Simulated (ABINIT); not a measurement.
# LiH (Fm-3m): G0W0 in ABINIT against the screening cutoff in the self-energy

How does the gap of LiH (Fm-3m) converge in the screening cutoff in the self-energy?

Method: PBE and many-body steps on it, plane waves, in ABINIT 10.8.3.

Most raw output is cut from this account.

The database entry behind the starting cell differs from later determinations by our own check (the deuteride, about 0.2 % short), so it need not match the best structure at ambient conditions.

## 1. The starting structure

The structure is cubic, space group Fm-3m (No. 225). The conventional cell has a = 4.074 Å, b = 4.074 Å, c = 4.074 Å, α = 90.00°, β = 90.00°, γ = 90.00°. Nearest to Li lie 6 H at 2.04 Å. Nearest to H lie 6 Li at 2.04 Å. Farther neighbours are not listed.

The cell and positions come from the Crystallography Open Database and are kept as given unless a step says otherwise.

## 2. Screening, 6×6×6 mesh, 110 bands, screening to 217.7 eV

This step: ABINIT 10.8.3; RPA screening on PBE, plane waves, norm-conserving pseudopotentials.

The RPA dielectric matrix is built and inverted for each q.

run.abi

```
acell 3*1.0 Angstrom
rprim 
  0.000000000000 2.036750000000 2.036750000000
  2.036750000000 -0.000000000000 2.036750000000
  2.036750000000 2.036750000000 -0.000000000000
ntypat 2
znucl 3 1
natom 2
typat 1 2
xred 
  0.000000000000 0.000000000000 0.000000000000
  0.500000000000 0.500000000000 0.500000000000
pp_dirpath "pseudos"
pseudos "Li.upf, H.upf"
ecut 33
ngkpt 6 6 6
nshiftk 1
shiftk 0 0 0
kptopt 1
chksymbreak 0
istwfk *1
occopt 1
irdwfk 1
optdriver 3
nband 110
ecuteps 8
inclvkb 2
awtr 1
symchi 1
indata_prefix "in"
outdata_prefix "out"
tmpdata_prefix "tmp"
```

On the command line:

```sh
$ OMP_NUM_THREADS=1 mpirun -n 4 abinit run.abi > log
```

Run time: 38 s. Hardware: 4 MPI ranks of Arm Neoverse N1, shared host; peak memory 0.75 GiB; 2.6 min of CPU time.

This step gave:

```
ε∞ with local fields, on this mesh, along the program's q direction : 4.183
the same without local fields                                       : 4.588
plasma frequency                                                    : 18.07 eV
plane waves in the screening matrix                                 : 137
```

Local fields lower ε∞ by 9 %.

## 3. 0.8 Ha

This step: G0W0 on PBE, plane waves, norm-conserving pseudopotentials.

Changes to run.abi since step 2:

```diff
@@ -23,8 +23,17 @@
 irdwfk 1
-optdriver 3
+optdriver 4
 nband 110
-ecuteps 8
-inclvkb 2
-awtr 1
-symchi 1
+gwcalctyp 0
+ecutsigx 33
+symsigma 1
+nkptgw 2
+kptgw 
+  0.5000000000 0.5000000000 0.0000000000
+  0.0000000000 0.0000000000 0.0000000000
+bdgw 
+  1 5
+  1 6
+ecuteps 0.8
+irdscr 1
+ppmodel 1
 indata_prefix "in"
```

Elapsed: 2.8 s, on 4 MPI ranks; peak memory 0.11 GiB; 11 s of CPU time.

Numbers from this step:

- G0W0 gap on the points computed: 4.95 eV
- starting gap on the mesh: 3.022 eV
- k of the valence top: 0.5, 0.5, 0
- k of the conduction bottom: 0.5, 0.5, 0
- Z at the valence top: 0.825
- Z at the conduction bottom: 0.832
- least direct G0W0 gap on the computed points: 4.95 eV

## 4. 1.6 Ha

Changes to run.abi since step 3:

```diff
@@ -35,3 +35,3 @@
   1 6
-ecuteps 0.8
+ecuteps 1.6
 irdscr 1
```

It took 3.5 s on 4 MPI ranks; peak memory 0.46 GiB; 14 s of CPU time.

This step gave:

| Quantity | Value |
| --- | --- |
| G0W0 gap on the points computed | 4.664 eV |
| starting gap on the mesh | 3.022 eV |
| k of the valence top | 0.5, 0.5, 0 |
| k of the conduction bottom | 0.5, 0.5, 0 |
| Z at the valence top | 0.782 |
| Z at the conduction bottom | 0.81 |
| least direct G0W0 gap on the computed points | 4.664 eV |

## 5. 2.8 Ha

The self-energy is evaluated for the states that the input lists, and the levels follow from it, in one-shot runs by the linearised quasiparticle equation.

Changes to run.abi since step 4:

```diff
@@ -35,3 +35,3 @@
   1 6
-ecuteps 1.6
+ecuteps 2.8
 irdscr 1
```

Wall time 3.6 s (4 MPI ranks); peak memory 0.54 GiB; 14 s of CPU time.

Numbers from this step:

```yaml
g0w0_gap_on_the_points_computed: 4.731 eV
starting_gap_on_the_mesh: 3.022 eV
k_of_the_valence_top: 0.5, 0.5, 0
k_of_the_conduction_bottom: 0.5, 0.5, 0
least_direct_g0w0_gap_on_the_computed_points: 4.731 eV
```

The gap on the mesh goes from 3.02 eV to 4.73 eV, a correction of +1.71 eV.

## 6. 4 Ha

Changes to run.abi since step 5:

```diff
@@ -35,3 +35,3 @@
   1 6
-ecuteps 2.8
+ecuteps 4
 irdscr 1
```

Wall time 5 s (4 MPI ranks); peak memory 0.44 GiB.

This step gave:

* G0W0 gap on the points computed: 4.863 eV
* starting gap on the mesh: 3.022 eV
* k of the valence top: 0.5, 0.5, 0
* k of the conduction bottom: 0.5, 0.5, 0
* least direct G0W0 gap on the computed points: 4.863 eV

Against the run before, the gap moves by +0.132 eV.

## 7. 6 Ha

Changes to run.abi since step 6:

```diff
@@ -35,3 +35,3 @@
   1 6
-ecuteps 4
+ecuteps 6
 irdscr 1
```

Elapsed: 5.5 s, on 4 MPI ranks; peak memory 0.43 GiB.

Numbers from this step:

| Quantity | Value |
| --- | --- |
| G0W0 gap on the points computed | 4.875 eV |
| starting gap on the mesh | 3.022 eV |
| k of the valence top | 0.5, 0.5, 0 |
| k of the conduction bottom | 0.5, 0.5, 0 |
| least direct G0W0 gap on the computed points | 4.875 eV |

Against the run before, the gap moves by +0.012 eV.

## 8. 8 Ha

Changes to run.abi since step 7:

```diff
@@ -35,3 +35,3 @@
   1 6
-ecuteps 6
+ecuteps 8
 irdscr 1
```

The job ended after 15 s (4 MPI ranks; peak memory 0.81 GiB; 59 s of CPU time).

This step gave:

```yaml
g0w0_gap_on_the_points_computed: 4.942 eV
starting_gap_on_the_mesh: 3.022 eV
k_of_the_valence_top: 0.5, 0.5, 0
k_of_the_conduction_bottom: 0.5, 0.5, 0
least_direct_g0w0_gap_on_the_computed_points: 4.942 eV
```

Against the run before, the gap moves by +0.067 eV.

## 9. Side by side

Times are wall times on 4 MPI ranks of Arm Neoverse N1, shared host, good to a factor of about two. A run's time includes the screening step that it read.

```tsv
run	mesh	bands	screening cutoff (eV)	DFT gap (eV)	gap on the mesh (eV)	direct (eV)	ε∞ used	time
0.8 Ha	6×6×6	110	21.8	3.022	4.950	4.950	4.18	41 s
1.6 Ha	6×6×6	110	43.5	3.022	4.664	4.664	4.18	42 s
2.8 Ha	6×6×6	110	76.2	3.022	4.731	4.731	4.18	42 s
4 Ha	6×6×6	110	108.8	3.022	4.863	4.863	4.18	43 s
6 Ha	6×6×6	110	163.3	3.022	4.875	4.875	4.18	44 s
8 Ha	6×6×6	110	217.7	3.022	4.942	4.942	4.18	53 s
```

## 10. What came out

- 0.8 Ha: 4.950 eV
- 1.6 Ha: 4.664 eV
- 2.8 Ha: 4.731 eV
- 4 Ha: 4.863 eV
- 6 Ha: 4.875 eV
- 8 Ha: 4.942 eV
- known limits: not at the basis limit

What this shows: The setting moved: screening cutoff in the self-energy. From 0.8 Ha to 8 Ha the gap moves by −0.01 eV, not steadily: it passes through 4.66 eV. The last step still moves it by +0.067 eV. Bands and screening cutoff are coupled, so a series along one setting does not show full convergence. Bands and cutoff are finite, so the gap is not at the basis limit. The miss can reach some tenths of an eV and take either sign; the mesh is an error of its own. In the G0W0 runs levels were corrected at 2 k points alone, so a gap called «on the mesh» is the least over those, and an edge elsewhere would be missed.

[Paths, hosts, dates, memory and timing lines, banners, echoed tables and standing remarks are left out of the program output.]

[Logs are printed without paths, hosts, clocks, repeated set-up lines and the standing remarks that a program may print on its own settings, such as how far it seeks lower states.]

[Runs of the session that timed out or met a known fault of the program may be left out.]

[Hosts, paths, dates, database ids (printed as entryN), source tags and the programs' standing remarks are cut or masked in the printed files.]

[G0W0 gaps are taken among the corrected bands and points alone; a level outside them can change the order at an edge.]

[Where Ansatz stands beside ABINIT at settings called matched, ABINIT's density can come from a denser mesh and the files from another edition; pairs whose starting gaps differed by over 0.03 eV were left out, so agreement reads better than it is.]
